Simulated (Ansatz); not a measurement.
# An O vacancy in rocksalt CdO, 63 atoms, charge −1

Wanted: geometry, frontier levels and spin of the defect cell, compared across PBEsol and HSE06.

Method: density functional theory in Ansatz 0.2.0, PAW datasets, plane waves.

### 1 The starting cell

63 atoms (31 O, 32 Cd); a = 9.381 Å, b = 9.381 Å, c = 9.381 Å, α = 90.00°, β = 90.00°, γ = 90.00°. All atoms were shaken off their sites by about 0.02 Å along each axis. Defect site 1: (0.250, 0.500, 0.500). Starting moments add up to 1 μB.

Plan of the steps: (2) PBEsol relaxation at the single k point (¼, ¼, ¼), on 1 × NVIDIA GB300 Max-Q with 8 threads of Arm Neoverse-V2; (3) HSE06 single point at the single k point (¼, ¼, ¼), on 1 × NVIDIA GB300 Max-Q with 8 threads of Arm Neoverse-V2.

### 2 PBEsol relaxation in the fixed cell

in.yaml

```yaml
crystal:
  lattice:
    - [9.381147, 0.000000, 0.000000]
    - [0.000000, 9.381147, 0.000000]
    - [0.000000, 0.000000, 9.381147]
  atoms:
    - { symbol: O, position: [0.252839, 0.997273, 0.999369] }
    - { symbol: O, position: [0.252717, 0.002397, 0.498466] }
    - { symbol: O, position: [0.245983, 0.499959, 0.999861] }
    - { symbol: O, position: [0.748887, 0.998946, 0.998380] }
    - { symbol: O, position: [0.747610, 0.002558, 0.499630] }
    - { symbol: O, position: [0.751717, 0.498481, 0.000512] }
    - { symbol: O, position: [0.748741, 0.499385, 0.501715] }
    - { symbol: O, position: [0.001762, 0.252116, 0.996191] }
    - { symbol: O, position: [0.997074, 0.248338, 0.503239] }
    - { symbol: O, position: [0.003392, 0.746508, 0.001020] }
    - { symbol: O, position: [0.999970, 0.752148, 0.500355] }
    - { symbol: O, position: [0.500183, 0.253801, 0.001521] }
    - { symbol: O, position: [0.501611, 0.249789, 0.503311] }
    - { symbol: O, position: [0.500196, 0.751093, 0.001675] }
    - { symbol: O, position: [0.501832, 0.751502, 0.499494] }
    - { symbol: O, position: [0.998815, 0.000323, 0.247863] }
    - { symbol: O, position: [0.995759, 0.997779, 0.745636] }
    - { symbol: O, position: [0.001537, 0.503600, 0.246149] }
    - { symbol: O, position: [0.999919, 0.501095, 0.750731] }
    - { symbol: O, position: [0.499764, 0.999132, 0.249623] }
    - { symbol: O, position: [0.500755, 0.998959, 0.754177] }
    - { symbol: O, position: [0.501736, 0.496772, 0.249934] }
    - { symbol: O, position: [0.501096, 0.497765, 0.748686] }
    - { symbol: O, position: [0.249403, 0.257175, 0.250147] }
    - { symbol: O, position: [0.248042, 0.250465, 0.748686] }
    - { symbol: O, position: [0.248153, 0.750681, 0.250522] }
    - { symbol: O, position: [0.247771, 0.749287, 0.749334] }
    - { symbol: O, position: [0.748542, 0.249259, 0.250179] }
    - { symbol: O, position: [0.749058, 0.248583, 0.748896] }
    - { symbol: O, position: [0.747459, 0.752046, 0.247414] }
    - { symbol: O, position: [0.747432, 0.748075, 0.749428] }
    - { symbol: Cd, position: [0.995246, 0.000948, 0.002231] }
    - { symbol: Cd, position: [0.002360, 0.997734, 0.499120] }
    - { symbol: Cd, position: [0.999253, 0.502789, 0.002504] }
    - { symbol: Cd, position: [0.001164, 0.501590, 0.498620], spin: 0.167 }
    - { symbol: Cd, position: [0.502883, 0.002029, 0.000099] }
    - { symbol: Cd, position: [0.499878, 0.999807, 0.497278] }
    - { symbol: Cd, position: [0.498120, 0.501255, 0.000721] }
    - { symbol: Cd, position: [0.498781, 0.497690, 0.499984], spin: 0.167 }
    - { symbol: Cd, position: [0.249973, 0.251323, 0.000224] }
    - { symbol: Cd, position: [0.247879, 0.250086, 0.501536], spin: 0.167 }
    - { symbol: Cd, position: [0.246694, 0.752021, 0.004126] }
    - { symbol: Cd, position: [0.248826, 0.751065, 0.498187], spin: 0.167 }
    - { symbol: Cd, position: [0.749056, 0.249993, 0.999073] }
    - { symbol: Cd, position: [0.747989, 0.255438, 0.498556] }
    - { symbol: Cd, position: [0.748919, 0.750771, 0.999820] }
    - { symbol: Cd, position: [0.746884, 0.751597, 0.499568] }
    - { symbol: Cd, position: [0.252013, 0.000985, 0.246575] }
    - { symbol: Cd, position: [0.252808, 0.999160, 0.750672] }
    - { symbol: Cd, position: [0.251502, 0.499510, 0.250353], spin: 0.167 }
    - { symbol: Cd, position: [0.245333, 0.503758, 0.750150], spin: 0.167 }
    - { symbol: Cd, position: [0.752224, 0.002596, 0.251670] }
    - { symbol: Cd, position: [0.744372, 0.999461, 0.747761] }
    - { symbol: Cd, position: [0.750304, 0.498424, 0.247757] }
    - { symbol: Cd, position: [0.747651, 0.500969, 0.747347] }
    - { symbol: Cd, position: [0.998196, 0.248727, 0.251543] }
    - { symbol: Cd, position: [0.994518, 0.247217, 0.753282] }
    - { symbol: Cd, position: [0.000363, 0.747117, 0.248714] }
    - { symbol: Cd, position: [0.002119, 0.751725, 0.750417] }
    - { symbol: Cd, position: [0.501322, 0.252508, 0.251409] }
    - { symbol: Cd, position: [0.500450, 0.250133, 0.747971] }
    - { symbol: Cd, position: [0.497819, 0.749571, 0.251692] }
    - { symbol: Cd, position: [0.502203, 0.752560, 0.750649] }
  symmetry: { detect: false }
kpoints:
  mp_grid: { grid: [1, 1, 1], shift: [0.25, 0.25, 0.25] }
hamiltonian:
  xc: pbesol
total_charge: -1
magnetization:
  spin_polarized: true
scf:
  occupations: { method: fermi_dirac, width: 0.01 }
relax:
  f_tol: 0.03
  max_steps: 80
  escape_saddle: false
  adjacent_minimum: "off"
output:
  forces: true
  eigenvalues: true
  populations: true
  charged_corrections: { epsilon: 21 }
```

Started as:

```bash
$ ansatz run in.yaml --threads 8 --pin off --max-ram 118750MiB --runs-dir r --events-out ev --progress --plain --backend cuda --devices 0,
```

After this run come: Single point with HSE06.

**Question.** What will these runs give? Wanted: for each run, top filled to lowest empty; moment.

**Answer**, as computed:

```
             level         time  top filled to lowest empty (eV)  moment (μB)
PBEsol, relaxation  6.8 s (GPU)                             0.14         1.00
             HSE06   58 s (GPU)                             0.48         1.00
```

| quantity | value |
| --- | --- |
| relaxation | 4 recorded steps, 0.30 eV gained |
| largest shift | 0.06 Å (O9 and others alike) |

**What this shows.** Relaxation gains 0.30 eV, with shifts up to 0.06 Å (O9 and others alike). At the same k points, PBEsol gives a spacing 0.34 eV smaller than the 0.48 eV of HSE06. In a defect cell this spacing can involve defect levels, so it need not be the gap.
